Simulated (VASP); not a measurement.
# W (Im-3m) in VASP: further runs

The runs below take W through relaxation of cell and atoms, with PBE.

All numbers are computed with VASP 6.6.1; they aren't measurements. Logs are shortened: lines on timing, memory, paths and dates and some standing lists are left out, and cuts for length are marked.

## (1) Starting point

Symmetry: Im-3m, No. 229, cubic system. The conventional cell has a = 3.165 Å, b = 3.165 Å, c = 3.165 Å, α = 90.00°, β = 90.00°, γ = 90.00°. W (site symmetry m-3m) has 8 W at 2.74 Å as nearest neighbours.

## (2) Relaxation of cell and atoms, PBE

File INCAR:

```
  PREC = Accurate
  ENCUT = 520
  EDIFF = 1E-7
  ISMEAR = 0
  SIGMA = 0.1
  LREAL = False
  LASPH = True
  NELM = 100
  ALGO = Normal
  ISIF = 3
  LWAVE = False
  LCHARG = False
  GGA = PE
  IBRION = 2
  NSW = 80
  EDIFFG = -0.002
```

File KPOINTS:

```
Automatic mesh
0
Gamma
  18 18 18
```

File POSCAR:

```
W
1.0
   -1.5824000000      1.5824000000      1.5824000000
    1.5824000000     -1.5824000000      1.5824000000
    1.5824000000      1.5824000000     -1.5824000000
W
1
Direct
    0.0000000000      0.0000000000      0.0000000000
```

Potentials or basis: VASP PAW PBE potentials, release 64 (W).

Run with:

```bash
$ cat potpaw_PBE.64/W/POTCAR > POTCAR
$ mpirun -np 1 vasp_std > vasp.out
```

OUTCAR:

```text
PREC = Accurate
   ENCUT = 520
   EDIFF = 1E-7
   ISMEAR = 0
   LREAL = False
   LASPH = True
   NELM = 100
   ISIF = 3
   GGA = PE
   IBRION = 2
   NSW = 80
   EDIFFG = -0.002

 ion  position               nearest neighbor table
   1  0.000  0.000  0.000-

  LATTYP: Found a body centered cubic cell.
 ALAT       =     3.1648000000

  Lattice vectors:

 A1 = (  -1.5824000000,   1.5824000000,   1.5824000000)
 A2 = (   1.5824000000,  -1.5824000000,   1.5824000000)
 A3 = (   1.5824000000,   1.5824000000,  -1.5824000000)

Analysis of symmetry for initial positions (statically):
=====================================================================
 Subroutine PRICEL returns:
 Original cell was already a primitive cell.

 Routine SETGRP: Setting up the symmetry group for a
 body centered cubic supercell.

 Subroutine GETGRP returns: Found 48 space group operations
 (whereof 48 operations were pure point group operations)
 out of a pool of 48 trial point group operations.

The static configuration has the point symmetry O_h .

Analysis of symmetry for dynamics (positions and initial velocities):
=====================================================================
 Subroutine PRICEL returns:
 Original cell was already a primitive cell.

 Routine SETGRP: Setting up the symmetry group for a
 body centered cubic supercell.

 Subroutine GETGRP returns: Found 48 space group operations
 (whereof 48 operations were pure point group operations)
 out of a pool of 48 trial point group operations.

The dynamic configuration has the point symmetry O_h .

 Subroutine INISYM returns: Found 48 space group operations
 (whereof 48 operations are pure point group operations),
 and found     1 'primitive' translations

----------------------------------------------------------------------------------------

                                     Primitive cell

  volume of cell :      15.8493

  direct lattice vectors                    reciprocal lattice vectors
    -1.582400000  1.582400000  1.582400000     0.000000000  0.315975733  0.315975733
     1.582400000 -1.582400000  1.582400000     0.315975733  0.000000000  0.315975733
     1.582400000  1.582400000 -1.582400000     0.315975733  0.315975733  0.000000000

  length of vectors
     2.740797198  2.740797198  2.740797198     0.446857167  0.446857167  0.446857167

  position of ions in fractional coordinates (direct lattice)
[... 92 lines left out ...]
   ISMEAR =     0;   SIGMA  =   0.10  broadening in eV -4-tet -1-fermi 0-gaus
   EFERMI_NEDOS =   21; number of points for ismear=-14 and -15
   IALGO  =     38    algorithm
   IMIX   =      4    mixing-type and parameters
     AMIX     =   0.40;   BMIX     =  1.00
     AMIX_MAG =   1.60;   BMIX_MAG =  1.00
  volume/ion in A,a.u.               =      15.85       106.96
  Fermi-wavevector in a.u.,A,eV,Ry     =   1.184283  2.237971 19.082541  1.402527
  Thomas-Fermi vector in A             =   2.320501
   LORBIT       =      0    0 simple, 1 ext, 2 COOP (PROOUT), +10 PAW based schemes
   GGA     = PE    functional components
   LHFCALC =     F    Hartree Fock is set to
   AEXX    =    0.0000 exact exchange contribution
   IVDW    =     0    specifies the selected vdW correction
   LEPSILON=     F    determine dielectric tensor
   LRPA    =     F    only Hartree local field effects (RPA)
 conjugate gradient relaxation of ions
 non-spin polarized calculation
 Gauss-broadening in eV      SIGMA  =   0.10
  energy-cutoff  :      520.00
  volume of cell :       15.85
 maximum number of plane-waves:       440
   NGX = 11   NGY = 11   NGZ = 11

--------------------------------------- Ionic step        1  -------------------------------------------

 number of electron       6.0000001 magnetization

 Free energy of the ion-electron system (eV)
  ---------------------------------------------------
  ext. energy  EPLUGINS =         0.00000000
  ---------------------------------------------------
  free energy    TOTEN  =       -13.01750719 eV

  energy without entropy =      -13.01408165  energy(sigma->0) =      -13.01579442

------------------------ aborting loop because EDIFF is reached ----------------------------------------

  FORCE on cell =-STRESS in cart. coord.  units (eV):
  Direction    XX          YY          ZZ          XY          YZ          ZX
  --------------------------------------------------------------------------------------
  -------------------------------------------------------------------------------------
  Total        0.2032850      0.2032850      0.2032850      0.0000000      0.0000000     -0.0000000
  in kB       20.5497775     20.5497775     20.5497775      0.0000000      0.0000000     -0.0000000
  external PRESSURE =      20.5497775 kB  Pullay stress =       0.0000000 kB
[... 57 lines left out ...]
--------------------------------------- Ionic step        3  -------------------------------------------

 number of electron       6.0000001 magnetization

 Free energy of the ion-electron system (eV)
  ---------------------------------------------------
  ext. energy  EPLUGINS =         0.00000000
  ---------------------------------------------------
  free energy    TOTEN  =       -13.01814616 eV

  energy without entropy =      -13.01468761  energy(sigma->0) =      -13.01641689

 E-fermi :   7.7478     XC(G=0): -13.1088

 val. band max:        7.7422427097   @ k =  -0.2778   0.3333   0.2222
 cond. band min:       7.7760392850   @ k =   0.5000   0.5000   0.2222
 fundamental gap:      0.0337965753
 Fermi energy:         7.7477766827

 k-point     1 :       0.0000    0.0000    0.0000
  band No.  band energies     occupation
      1      -1.8314      2.00000
      2       6.5126      2.00000
      3       6.5126      2.00000
      4       6.5126      2.00000
      5       9.9633      0.00000
      6       9.9633      0.00000
      7      22.9541      0.00000
[... 221 lines left out ...]
 k-point    24 :       0.3889    0.1111    0.0000
  band No.  band energies     occupation
      1       1.9592      2.00000
      2       4.3586      2.00000
      3       7.1490      2.00000
      4       9.7411      0.00000
      5      11.0479      0.00000
      6      14.0900      0.00000
      7      18.6107      0.00000

 [... further k-points ...]

------------------------ aborting loop because EDIFF is reached ----------------------------------------

  FORCE on cell =-STRESS in cart. coord.  units (eV):
  Direction    XX          YY          ZZ          XY          YZ          ZX
  --------------------------------------------------------------------------------------
  -------------------------------------------------------------------------------------
  Total       -0.0001838     -0.0001838     -0.0001838      0.0000000     -0.0000000      0.0000000
  in kB       -0.0184600     -0.0184600     -0.0184600      0.0000000     -0.0000000      0.0000000
  external PRESSURE =      -0.0184600 kB  Pullay stress =       0.0000000 kB
[... 16 lines left out ...]
  FREE ENERGIE OF THE ION-ELECTRON SYSTEM (eV)
  ---------------------------------------------------
  free  energy   TOTEN  =       -13.0181461642 eV

  energy  without entropy=      -13.0146876111  energy(sigma->0) =      -13.01641689

 reached required accuracy - stopping structural energy minimisation
```

CONTCAR:

```text
W
   1.00000000000000
    -1.5857940683241709    1.5857940683241709    1.5857940683241709
     1.5857940683241709   -1.5857940683241709    1.5857940683241709
     1.5857940683241709    1.5857940683241709   -1.5857940683241709
  W
     1
Direct
     0.0000000000000000    0.0000000000000000    0.0000000000000000

  0.00000000E+00  0.00000000E+00  0.00000000E+00
```

Run time: 39 s. Hardware: 1 thread of Intel Xeon Platinum 8488C (Sapphire Rapids), shared host; peak memory 0.15 GiB.

What came out:

```yaml
Free_energy: -13.0181 eV
Relaxed_volume: 15.95 Å³/atom
Relaxed_cell: a = 2.747 Å, b = 2.747 Å, c = 2.747 Å, α = 109.47°, β = 109.47°, γ = 109.47°
Space_group_after_relaxing_to_0.05_Å: Im-3m (No. 229)
Energy_gained_by_relaxing: 0.6 meV/atom
Ionic_steps: 3
Pressure_after_relaxing: 0.0 GPa
Band_gap_on_the_k_mesh: none (metal or under the smearing width)
```

Step by step:
```tsv
step	energy change (eV)	largest force (eV/Å)	pressure (GPa)	volume (Å³)
1	0.0000	0.0000	2.05	15.85
2	0.0075	0.0000	-6.86	16.32
3	-0.0006	0.0000	0.00	15.95
```

Final structure:
```xyz
1
Lattice="-1.5858 1.5858 1.5858 1.5858 -1.5858 1.5858 1.5858 1.5858 -1.5858" Properties=species:S:1:pos:R:3 pbc="T T T"
W     0.0000    0.0000    0.0000
```

Spin-orbit coupling is left out, which matters for the levels of W. Zero-point motion and thermal expansion aren't in these numbers.

## (3) Relaxation of cell and atoms, PBE

This run uses another cell than the first one, of 15.95 Å³/atom, 1.006 times its volume.

INCAR is that of step 2.

KPOINTS is that of step 2.

File POSCAR:

```
W                                       
1.0
   -1.5857940683      1.5857940683      1.5857940683
    1.5857940683     -1.5857940683      1.5857940683
    1.5857940683      1.5857940683     -1.5857940683
  W             
     1
Direct
     0.0000000000000000    0.0000000000000000    0.0000000000000000
```

Potentials or basis: VASP PAW PBE potentials, release 64 (W).

Run with:

```bash
$ cat potpaw_PBE.64/W/POTCAR > POTCAR
$ mpirun -np 1 vasp_std > vasp.out
```

Wall time 17 s (1 thread of Intel Xeon Platinum 8488C (Sapphire Rapids), shared host); peak memory 0.14 GiB.

It converged, with:

- Free energy: -13.0182 eV
- Pressure after relaxing: 0.0 GPa
- Band gap on the k mesh: none (metal or under the smearing width)

Final structure:
```xyz
1
Lattice="-1.5858 1.5858 1.5858 1.5858 -1.5858 1.5858 1.5858 1.5858 -1.5858" Properties=species:S:1:pos:R:3 pbc="T T T"
W     0.0000    0.0000    0.0000
```

Levels at points of the mesh, in eV from the Fermi level:
```tsv
k point	band 1	band 2	band 3	band 4	band 5	band 6	band 7
(0.00, 0.00, 0.00)	-9.58	-1.24	-1.24	-1.24	2.22	2.22	15.21
(0.50, 0.00, 0.00)	-6.22	-3.54	0.67	2.11	3.07	6.04	10.95
(0.50, 0.50, 0.50)	-5.77	-5.77	5.07	5.07	5.07	8.32	8.32
```

Caveat: the relaxation stopped at its first step, so nothing moved. Spin-orbit coupling is left out, which matters for the levels of W.
